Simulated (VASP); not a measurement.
# Si in VASP: notebook

Runs on Si. Level: PBEsol. Tasks: single point.

Program: VASP 6.6.1. These are calculated values, not measurements. Logs are shortened: lines on timing, memory, paths and dates and some standing lists are left out, and cuts for length are marked.

## (1) The structure

The cell holds a slab with vacuum, 9 atoms: a = 3.842 Å, b = 3.842 Å, c = 25.866 Å, α = 90.00°, β = 90.00°, γ = 90.00°.

The slab is cut from a database's or a generator's crystal, which needn't be the stable form of the element.

## (2) Single point, PBEsol

INCAR reads:

```
SYSTEM = Si
PREC     = Accurate       ! precision mode
ENCUT    = 520            ! plane-wave cutoff, eV
EDIFF    = 1E-6           ! SCF threshold, eV
ISMEAR   = 0              ! smearing method
SIGMA    = 0.05           ! smearing width, eV
LREAL    = .False.        ! projectors in reciprocal space
LASPH    = .True.         ! aspherical terms in the spheres
NELM     = 100            ! most SCF steps
ALGO     = Fast           ! electronic algorithm
ISIF     = 2              ! what is computed and relaxed
LWAVE    = .False.        ! write WAVECAR
LCHARG   = .False.        ! write CHGCAR
LDIPOL   = .True.       
IDIPOL   = 3            
DIPOL    = 0.5 0.5 0.500
GGA      = PS             ! functional
EFIELD   = 0.3          
NBANDS   = 28             ! bands
```

KPOINTS reads:

```
regular mesh
0
Gamma
  9 9 1
  0 0 0
```

POSCAR reads:

```
Si
1.0
    3.8417168278      0.0000000000      0.0000000000
    0.0000000000      3.8417168278      0.0000000000
    0.0000000000      0.0000000000     25.8660160814
Si
9
Direct
    0.0000000000      0.0000000000      0.2899557464
    0.5000000000      0.0000000000      0.3424668098
    0.5000000000      0.5000000000      0.3949778732
    0.0000000000      0.5000000000      0.4474889366
    0.0000000000      0.0000000000      0.5000000000
    0.5000000000      0.0000000000      0.5525110634
    0.5000000000      0.5000000000      0.6050221268
    0.0000000000      0.5000000000      0.6575331902
    0.0000000000      0.0000000000      0.7100442536
```

Potentials or basis: VASP PAW PBE potentials, release 64 (Si).

On the command line:

```console
$ cat potpaw_PBE.64/Si/POTCAR > POTCAR
$ mpirun -np 1 vasp_std > vasp.out
```

OUTCAR:

```text
SYSTEM = Si
   PREC = Accurate
   ENCUT = 520
   EDIFF = 1E-6
   ISMEAR = 0
   LREAL = .False.
   LASPH = .True.
   NELM = 100
   ISIF = 2
   GGA = PS

 ion  position               nearest neighbor table
   1  0.000  0.000  0.290-   2 2.35   2 2.35
   2  0.500  0.000  0.342-   3 2.35   3 2.35   1 2.35   1 2.35
   3  0.500  0.500  0.395-   2 2.35   2 2.35   4 2.35   4 2.35
   4  0.000  0.500  0.447-   5 2.35   5 2.35   3 2.35   3 2.35
   5  0.000  0.000  0.500-   4 2.35   6 2.35   4 2.35   6 2.35
   6  0.500  0.000  0.553-   5 2.35   5 2.35   7 2.35   7 2.35
   7  0.500  0.500  0.605-   8 2.35   8 2.35   6 2.35   6 2.35
   8  0.000  0.500  0.658-   7 2.35   7 2.35   9 2.35   9 2.35
   9  0.000  0.000  0.710-   8 2.35   8 2.35

  LATTYP: Found a simple tetragonal cell.
 ALAT       =     3.8417168278
 C/A-ratio  =     6.7329314577

  Lattice vectors:

 A1 = (   3.8417168278,   0.0000000000,   0.0000000000)
 A2 = (   0.0000000000,   3.8417168278,   0.0000000000)
 A3 = (   0.0000000000,   0.0000000000,  25.8660160814)

Analysis of symmetry for initial positions (statically):
=====================================================================
 Subroutine PRICEL returns:
 Original cell was already a primitive cell.

 Routine SETGRP: Setting up the symmetry group for a
 simple tetragonal supercell.

 Subroutine GETGRP returns: Found  8 space group operations
 (whereof  8 operations were pure point group operations)
 out of a pool of 16 trial point group operations.

The static configuration has the point symmetry D_2d.

Analysis of symmetry for dynamics (positions and initial velocities):
=====================================================================
 An external electric field (EFIELD) may reduce the allowed symmetry operations
 Subroutine PRICEL returns:
 Original cell was already a primitive cell.

 Routine SETGRP: Setting up the symmetry group for a
 simple tetragonal supercell.

 Subroutine GETGRP returns: Found  4 space group operations
 (whereof  4 operations were pure point group operations)
 out of a pool of 16 trial point group operations.

The dynamic configuration has the point symmetry C_2v.

 Subroutine INISYM returns: Found  4 space group operations
 (whereof  4 operations are pure point group operations),
 and found     1 'primitive' translations

[... 123 lines left out ...]
   EFERMI_NEDOS =   21; number of points for ismear=-14 and -15
   IALGO  =     68    algorithm
   IMIX   =      4    mixing-type and parameters
     AMIX     =   0.40;   BMIX     =  1.00
     AMIX_MAG =   1.60;   BMIX_MAG =  1.00
  volume/ion in A,a.u.               =      42.42       286.24
  Fermi-wavevector in a.u.,A,eV,Ry     =   0.745159  1.408146  7.554796  0.555262
  Thomas-Fermi vector in A             =   1.840680
   LORBIT       =      0    0 simple, 1 ext, 2 COOP (PROOUT), +10 PAW based schemes
   GGA     = PS    functional components
   LHFCALC =     F    Hartree Fock is set to
   AEXX    =    0.0000 exact exchange contribution
   IVDW    =     0    specifies the selected vdW correction
   LEPSILON=     F    determine dielectric tensor
   LRPA    =     F    only Hartree local field effects (RPA)
 non-spin polarized calculation
 RMM-DIIS sequential band-by-band and
 Gauss-broadening in eV      SIGMA  =   0.05
  energy-cutoff  :      520.00
  volume of cell :      381.75
 maximum number of plane-waves:     10303
 NGX is ok and might be reduce to    30

 dipolmoment           0.000000      0.000000     -0.000000 electrons x Angstroem

 number of electron      35.9999999 magnetization

 dipolmoment           0.000000      0.000000      0.332570 electrons x Angstroem

 Free energy of the ion-electron system (eV)
  ---------------------------------------------------
  ext. energy  EPLUGINS =         0.00000000
  ---------------------------------------------------
  free energy    TOTEN  =       -47.55635134 eV

  energy without entropy =      -47.55277330  energy(sigma->0) =      -47.55456232

 E-fermi :  -0.1938     XC(G=0):  -5.2346

 val. band max:       -0.2332459473   @ k =  -0.2222   0.4444   0.0000
 cond. band min:      -0.1630892699   @ k =   0.1111   0.1111   0.0000
 fundamental gap:      0.0701566774
 Fermi energy:        -0.1938457844

 k-point     1 :       0.0000    0.0000    0.0000
  band No.  band energies     occupation
      1     -11.8349      2.00000
      2     -11.1973      2.00000
      3     -10.2723      2.00000
      4      -9.0507      2.00000
      5      -7.5778      2.00000
      6      -5.8911      2.00000
[... 733 lines left out ...]
     27       3.8851      0.00000
     28       4.3822      0.00000

 [... further k-points ...]

------------------------ aborting loop because EDIFF is reached ----------------------------------------

 vacuum level on the upper side and lower side of the slab       (xc-potential included)        -1.957         1.681

  FORCE on cell =-STRESS in cart. coord.  units (eV):
  Direction    XX          YY          ZZ          XY          YZ          ZX
  --------------------------------------------------------------------------------------
  -------------------------------------------------------------------------------------
  Total       -2.2306460     -2.2871212     -0.6431163      0.0000000      0.0000000      0.0000000
  in kB       -9.3618353     -9.5988571     -2.6991053      0.0000000      0.0000000      0.0000000
  external PRESSURE =      -7.2199326 kB  Pullay stress =       0.0000000 kB

 VOLUME and BASIS-vectors are now :
 -----------------------------------------------------------------------------
  energy-cutoff  :      520.00
  volume of cell :      381.75
      direct lattice vectors                 reciprocal lattice vectors
     3.841716828  0.000000000  0.000000000     0.260300289  0.000000000  0.000000000
     0.000000000  3.841716828  0.000000000     0.000000000  0.260300289  0.000000000
     0.000000000  0.000000000 25.866016081     0.000000000  0.000000000  0.038660766

 POSITION                                       TOTAL-FORCE (eV/Angst)
 -----------------------------------------------------------------------------------
      0.00000      0.00000      7.50000         0.000000      0.000000      0.105166
      1.92086      0.00000      8.85825         0.000000      0.000000     -0.046319
      1.92086      1.92086     10.21650         0.000000      0.000000     -0.004104
      0.00000      1.92086     11.57476         0.000000      0.000000     -0.053918
      0.00000      0.00000     12.93301         0.000000      0.000000      0.000046
      1.92086      0.00000     14.29126         0.000000      0.000000      0.061164
      1.92086      1.92086     15.64951         0.000000      0.000000     -0.013697
      0.00000      1.92086     17.00776         0.000000      0.000000      0.031258
      0.00000      0.00000     18.36602         0.000000      0.000000     -0.079596
 -----------------------------------------------------------------------------------
    total drift:                               -0.000000     -0.000000     -0.000069

  FREE ENERGIE OF THE ION-ELECTRON SYSTEM (eV)
  ---------------------------------------------------
  free  energy   TOTEN  =       -47.5563513433 eV

  energy  without entropy=      -47.5527732954  energy(sigma->0) =      -47.55456232

 vacuum level on the upper side and lower side of the slab         3.360         6.947
```

stdout:

```text
POSCAR found type information on POSCAR Si
 POSCAR found :  1 types and       9 ions
 scaLAPACK will be used
 -----------------------------------------------------------------------------
|                                                                             |
|                                                                             |
|     You enforced a specific xc type in the INCAR file but a different       |
|     I HOPE YOU KNOW WHAT YOU ARE DOING!                                     |
|                                                                             |
 -----------------------------------------------------------------------------

 LDA part: xc-table for (Slater+PW92), standard interpolation
 POSCAR, INCAR and KPOINTS ok, starting setup
 FFT: planning ... GRIDC
 FFT: planning ... GRID_SOFT
 FFT: planning ... GRID
 WAVECAR not read
 entering main loop
```

Run time: 7.4 min. Hardware: 1 thread of Intel Xeon Platinum 8488C (Sapphire Rapids), shared host; peak memory 0.52 GiB.

What came out:

```
Free energy            : -47.5564 eV
Largest force          : 0.105 eV/Å
Band gap on the k mesh : none (metal or under the smearing width)
```

Forces on the atoms (eV/Å):
```
Si   0.000  0.000  0.105
Si   0.000  0.000 -0.046
Si   0.000  0.000 -0.004
Si   0.000  0.000 -0.054
Si   0.000  0.000  0.000
Si   0.000  0.000  0.061
Si   0.000  0.000 -0.014
Si   0.000  0.000  0.031
Si   0.000  0.000 -0.080
```

Caveat: the PAW data sets were made with another functional, which shifts forces and pressure a little.

## (3) Single point, PBEsol

This run uses another cell than the first one: it holds 2 atoms, not 9.

INCAR reads:

```
SYSTEM = Si
PREC = Accurate
ENCUT = 520
EDIFF = 1E-6
ISMEAR = 0
SIGMA = 0.02
LREAL = .False.
LASPH = .True.
NELM = 100
ALGO = Fast
ISIF = 2
LWAVE = .False.
LCHARG = .True.
GGA = PS
LELF = .True.
LVHAR = .True.
NBANDS = 11
```

KPOINTS reads:

```
Automatic mesh
0
Gamma
  12 12 12
  0 0 0
```

POSCAR reads:

```
Si
1.0
    0.0000000000      2.7165040204      2.7165040204
    2.7165040204      0.0000000000      2.7165040204
    2.7165040204      2.7165040204      0.0000000000
Si
2
Direct
    0.5000000000      0.5000000000      0.5000000000
    0.7500000000      0.7500000000      0.7500000000
```

Potentials or basis: VASP PAW PBE potentials, release 64 (Si).

On the command line:

```console
$ cat potpaw_PBE.64/Si/POTCAR > POTCAR
$ mpirun -np 1 vasp_std > vasp.out
```

OUTCAR:

```text
SYSTEM = Si
   PREC = Accurate
   ENCUT = 520
   EDIFF = 1E-6
   ISMEAR = 0
   LREAL = .False.
   LASPH = .True.
   NELM = 100
   ISIF = 2
   GGA = PS

 ion  position               nearest neighbor table
   1  0.500  0.500  0.500-   2 2.35   2 2.35   2 2.35   2 2.35
   2  0.750  0.750  0.750-   1 2.35   1 2.35   1 2.35   1 2.35

  LATTYP: Found a face centered cubic cell.
 ALAT       =     5.4330080408

  Lattice vectors:

 A1 = (   0.0000000000,   2.7165040204,   2.7165040204)
 A2 = (   2.7165040204,   0.0000000000,   2.7165040204)
 A3 = (   2.7165040204,   2.7165040204,   0.0000000000)

Analysis of symmetry for initial positions (statically):
=====================================================================
 Subroutine PRICEL returns:
 Original cell was already a primitive cell.

 Routine SETGRP: Setting up the symmetry group for a
 face centered cubic supercell.

 Subroutine GETGRP returns: Found 48 space group operations
 (whereof 24 operations were pure point group operations)
 out of a pool of 48 trial point group operations.

The static configuration has the point symmetry T_d .
 The point group associated with its full space group is O_h .
[... 176 lines left out ...]
      3       5.7771      2.00000
      4       5.7771      2.00000
      5       8.2940      0.00000
      6       8.2940      0.00000
      7       8.2940      0.00000
      8       9.0868      0.00000
      9      13.4649      0.00000
     10      13.4649      0.00000
     11      13.4824      0.00000
[... 309 lines left out ...]
 k-point    24 :      -0.4167    0.1667    0.0000
  band No.  band energies     occupation
      1      -3.5844      2.00000
      2      -1.0192      2.00000
      3       2.7554      2.00000
      4       4.1755      2.00000
      5       7.8768      0.00000
      6       9.7722      0.00000
      7      10.1127      0.00000
      8      13.6661      0.00000
      9      14.2243      0.00000
     10      14.5022      0.00000
     11      16.7913      0.00000

 [... further k-points ...]

------------------------ aborting loop because EDIFF is reached ----------------------------------------

  FORCE on cell =-STRESS in cart. coord.  units (eV):
  Direction    XX          YY          ZZ          XY          YZ          ZX
  --------------------------------------------------------------------------------------
  -------------------------------------------------------------------------------------
  Total        0.0346171      0.0346171      0.0346171      0.0000000      0.0000000      0.0000000
  in kB        1.3833757      1.3833757      1.3833757      0.0000000      0.0000000      0.0000000
  external PRESSURE =       1.3833757 kB  Pullay stress =       0.0000000 kB

 VOLUME and BASIS-vectors are now :
 -----------------------------------------------------------------------------
  energy-cutoff  :      520.00
  volume of cell :       40.09
      direct lattice vectors                 reciprocal lattice vectors
     0.000000000  2.716504020  2.716504020    -0.184060099  0.184060099  0.184060099
     2.716504020  0.000000000  2.716504020     0.184060099 -0.184060099  0.184060099
     2.716504020  2.716504020  0.000000000     0.184060099  0.184060099 -0.184060099

 POSITION                                       TOTAL-FORCE (eV/Angst)
 -----------------------------------------------------------------------------------
      2.71650      2.71650      2.71650         0.000000      0.000000      0.000000
      4.07476      4.07476      4.07476        -0.000000     -0.000000     -0.000000
 -----------------------------------------------------------------------------------
    total drift:                                0.000000     -0.000000     -0.000000

  FREE ENERGIE OF THE ION-ELECTRON SYSTEM (eV)
  ---------------------------------------------------
  free  energy   TOTEN  =       -11.4932301108 eV

  energy  without entropy=      -11.4932301108  energy(sigma->0) =      -11.49323011
```

stdout:

```text
POSCAR found type information on POSCAR Si
 POSCAR found :  1 types and       2 ions
 scaLAPACK will be used
 -----------------------------------------------------------------------------
|                                                                             |
|                                                                             |
|     You enforced a specific xc type in the INCAR file but a different       |
|     I HOPE YOU KNOW WHAT YOU ARE DOING!                                     |
|                                                                             |
 -----------------------------------------------------------------------------

 LDA part: xc-table for (Slater+PW92), standard interpolation
 POSCAR, INCAR and KPOINTS ok, starting setup
 FFT: planning ... GRIDC
 FFT: planning ... GRID_SOFT
 FFT: planning ... GRID
 WAVECAR not read
 entering main loop
```

Wall time 30 s (1 thread of Intel Xeon Platinum 8488C (Sapphire Rapids), shared host); peak memory 0.16 GiB.

Results:

- Free energy: -11.4932 eV
- Pressure: 0.1 GPa
- Band gap on the k mesh: 0.46 eV, indirect (least direct gap 2.52 eV)

Caveat: the PAW data sets were made with another functional, which shifts forces and pressure a little.
